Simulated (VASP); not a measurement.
**CdTe (zincblende), PBE single-point calculation: Ansatz's output and VASP's**

```cif
data_structure
_symmetry_space_group_name_H-M 'P 1'
_symmetry_Int_Tables_number 1
_cell_length_a 4.6386
_cell_length_b 4.6386
_cell_length_c 4.6386
_cell_angle_alpha 60.000
_cell_angle_beta 60.000
_cell_angle_gamma 60.000
_cell_volume 70.57
loop_
_atom_site_label
_atom_site_type_symbol
_atom_site_fract_x
_atom_site_fract_y
_atom_site_fract_z
_atom_site_occupancy
Cd1 Cd 0.00000 0.00000 0.00000 1
Te1 Te 0.25000 0.25000 0.25000 1
```

Ansatz printed

```
SCF 1 converged in 6 iterations: F = -15235.327842 eV  dr2 = 6.84e-9
  greatest PAW one-centre occupation: 1.000 electrons in one spin orbital (limit 2), on the Cd atom at site 0 (counted from 0), in its partial waves of l = 0
NSCF: frozen V_eff on 6 k-points
SCF converged after 6 iterations
Free energy (F): -15235.327842 eV
Harris-Foulkes:  -15235.327842 eV  (|F-HF|=3.20e-8)
Internal energy: -15235.327842 eV  (E = F + TS)
E sigma→0 (E₀):  -15235.327842 eV
Fermi energy:    7.301845 eV
--- Per-component energies (eV) ---
  E_band       = -804.532641
  E_kinetic    = 685.063069
  E_local      = -5498.384230  (includes V_loc(G=0)·N_el)
  E_nonlocal   = -276.743847
  E_hartree    = 2765.847912
  E_xc         = -300.758113
  E_vxc        = -325.401678  (∫ρ·V_xc dr)
  E_paw        = -8745.982915  (= ΣΔE_a)
  E_vpaw       = -920.764200  (= ΣTr[D̂ρ^β])
  E_aug_tail   = -0.000164  (compensation charges beyond the density's cutoff)
  E_ewald      = -3864.369554
  E_smearing   = -0.000000  (= −TS)
  E_closure    = 0.000000  (closes the sum)
  Σ components = -15235.327842   (vs F -15235.327842, Δ=0.00e0)
--- Forces (eV/Å), atoms counted from 1 ---
  atom   1  Cd     0.00000000    -0.00000000    -0.00000000
  atom   2  Te    -0.00000000     0.00000000    -0.00000000
  max |Σ_I F_I| component: 1.32e-16 eV/Å
--- Stress (GPa, compression-positive) ---
        1.009461      -0.000000      -0.000000
       -0.000000       1.009461       0.000000
       -0.000000       0.000000       1.009461
  P = ⅓ Tr σ = 1.0095 GPa (10.095 kbar)
--- Band table (eV; the first three rows and the last of 16) ---
  k-point 0: bands = ["-95.0754", "-56.1378", "-56.1378", "-56.1378", "-28.9785", "-28.9785", "-28.9785", "-28.9717", "-28.9717", "-4.0114", "-1.2032", "-1.2032", "-1.2032", "-0.9684", "-0.9684", "6.9599", "6.9599", "6.9599", "7.6218", "11.5984", "11.5984", "11.5984"]
  k-point 1: bands = ["-95.0754", "-56.1378", "-56.1378", "-56.1378", "-28.9785", "-28.9784", "-28.9784", "-28.9717", "-28.9717", "-3.9198", "-1.1864", "-1.1864", "-1.1233", "-0.9694", "-0.9694", "5.2721", "6.7492", "6.7492", "8.7295", "11.6737", "11.9203", "11.9203"]
  k-point 2: bands = ["-95.0754", "-56.1379", "-56.1378", "-56.1378", "-28.9785", "-28.9783", "-28.9783", "-28.9716", "-28.9716", "-3.7371", "-1.1574", "-1.1574", "-0.9657", "-0.9657", "-0.8649", "3.5270", "6.3937", "6.3937", "8.8458", "12.2047", "12.2047", "13.1173"]
  k-point 15: bands = ["-95.0754", "-56.1379", "-56.1379", "-56.1379", "-28.9787", "-28.9782", "-28.9780", "-28.9717", "-28.9714", "-3.5381", "-1.0844", "-1.0834", "-1.0100", "-0.9566", "-0.4643", "2.9179", "4.8877", "4.9866", "10.6082", "10.7895", "13.5781", "13.8984"]
```

The two codes use different PAW datasets and cutoffs. VASP's cell holds 18 valence electrons and Ansatz's 36. Ansatz's stress includes a Pulay correction; VASP's doesn't.

What does VASP give for the same cell and level of theory?

gap between bands v and c 0.66 eV; least direct gap 0.66 eV; pressure 1.1 GPa.

From OUTCAR

```
k-points           NKPTS =     16   k-points in BZ     NKDIM =     16   number of bands    NBANDS=     16

   NELECT =      18.0000    total number of electrons

   dimension x,y,z NGX =    36 NGY =   36 NGZ =   36
   dimension x,y,z NGXF=    72 NGYF=   72 NGZF=   72

  energy-cutoff  :      520.00
  volume of cell :       70.57
      direct lattice vectors                 reciprocal lattice vectors
     0.000000000  3.279955116  3.279955116    -0.152441110  0.152441110  0.152441110
     3.279955116  0.000000000  3.279955116     0.152441110 -0.152441110  0.152441110
     3.279955116  3.279955116  0.000000000     0.152441110  0.152441110 -0.152441110

 k-points in reciprocal lattice and weights: KPOINTS created by Atomic Simulation Env
   0.00000000  0.00000000  0.00000000       0.005
   0.16666667  0.00000000  0.00000000       0.037
   0.33333333  0.00000000  0.00000000       0.037
   0.50000000  0.00000000  0.00000000       0.019
   0.16666667  0.16666667  0.00000000       0.028
   0.33333333  0.16666667  0.00000000       0.111
   0.50000000  0.16666667  0.00000000       0.111
  -0.33333333  0.16666667  0.00000000       0.111
   ...

 E-fermi :   2.3688

 k-point     1 :       0.0000    0.0000    0.0000
  band No.  band energies     occupation
      1      -8.9440      2.00000
      2      -6.1450      2.00000
      3      -6.1450      2.00000
      4      -6.1450      2.00000
      5      -5.9108      2.00000
      6      -5.9108      2.00000
      7       2.0273      2.00000
      8       2.0273      2.00000
      9       2.0273      2.00000
     10       2.6870      0.00000
     11       6.6500      0.00000
     12       6.6500      0.00000
     13       6.6500      0.00000
     14       9.4405      0.00000
     15      11.3192      0.00000
     16      11.3192      0.00000

 k-point     2 :       0.1667    0.0000    0.0000
  band No.  band energies     occupation
      1      -8.8525      2.00000
      2      -6.1282      2.00000
      3      -6.1282      2.00000
      4      -6.0651      2.00000
      5      -5.9117      2.00000
      6      -5.9117      2.00000
      7       0.3346      2.00000
      8       1.8160      2.00000
      9       1.8160      2.00000
     10       3.7960      0.00000
     11       6.7367      0.00000
     12       6.9719      0.00000
     13       6.9719      0.00000
     14      10.4274      0.00000
     15      10.4830      0.00000
     16      10.4830      0.00000

 k-point     3 :       0.3333    0.0000    0.0000
  band No.  band energies     occupation
      1      -8.6702      2.00000
      2      -6.0994      2.00000
      3      -6.0994      2.00000
      4      -5.9081      2.00000
      5      -5.9081      2.00000
      6      -5.8066      2.00000
      7      -1.4125      2.00000
      8       1.4598      2.00000
      9       1.4598      2.00000
     10       3.9085      0.00000
     11       7.2538      0.00000
     12       7.2538      0.00000
     13       8.1944      0.00000
     14      10.1005      0.00000
     15      10.8672      0.00000
     16      10.8672      0.00000

 k-point     4 :       0.5000    0.0000    0.0000
  band No.  band energies     occupation
      1      -8.5812      2.00000
      2      -6.0881      2.00000
      3      -6.0881      2.00000
      4      -5.9026      2.00000
      5      -5.9026      2.00000
      6      -5.5864      2.00000
      7      -2.1957      2.00000
      8       1.3044      2.00000
      9       1.3044      2.00000
     10       3.8080      0.00000
     11       7.2262      0.00000
     12       7.2262      0.00000
     13       9.0749      0.00000
     14      10.5501      0.00000
     15      12.2468      0.00000
     16      12.2468      0.00000

 k-point     5 :       0.1667    0.1667    0.0000
  band No.  band energies     occupation
      1      -8.8224      2.00000
      2      -6.1112      2.00000
      3      -6.1112      2.00000
      4      -6.0642      2.00000
      5      -5.9176      2.00000
      6      -5.9039      2.00000
      7       0.3130      2.00000
      8       1.4660      2.00000
      9       1.4660      2.00000
     10       4.4020      0.00000
     11       5.7900      0.00000
     12       7.5511      0.00000
     13       7.5511      0.00000
     14       9.2269      0.00000
     15      11.1336      0.00000
     16      11.5583      0.00000

 k-point     6 :       0.3333    0.1667    0.0000
  band No.  band energies     occupation
      1      -8.6715      2.00000
      2      -6.0883      2.00000
      3      -6.0786      2.00000
      4      -5.9521      2.00000
      5      -5.8986      2.00000
      6      -5.8323      2.00000
      7      -0.9958      2.00000
      8       0.9744      2.00000
      9       1.0831      2.00000
     10       4.8163      0.00000
     11       6.0827      0.00000
     12       7.7517      0.00000
     13       8.1037      0.00000
     14       9.8440      0.00000
     15      11.7160      0.00000
     16      11.7571      0.00000

 ...

  Total        0.4946020      0.4946020      0.4946020      0.0000000      0.0000000      0.0000000
  in kB       11.2287855     11.2287855     11.2287855      0.0000000      0.0000000      0.0000000
  external PRESSURE =      11.2287855 kB  Pullay stress =       0.0000000 kB

 POSITION                                       TOTAL-FORCE (eV/Angst)
 -----------------------------------------------------------------------------------
      0.00000      0.00000      0.00000        -0.000000     -0.000000     -0.000000
      1.63998      1.63998      1.63998         0.000000      0.000000      0.000000
 -----------------------------------------------------------------------------------
    total drift:                               -0.000000     -0.000000     -0.000000

  FREE ENERGIE OF THE ION-ELECTRON SYSTEM (eV)
  ---------------------------------------------------
  free  energy   TOTEN  =        -4.7998160681 eV

  energy  without entropy=       -4.7998160674  energy(sigma->0) =       -4.79981607
```
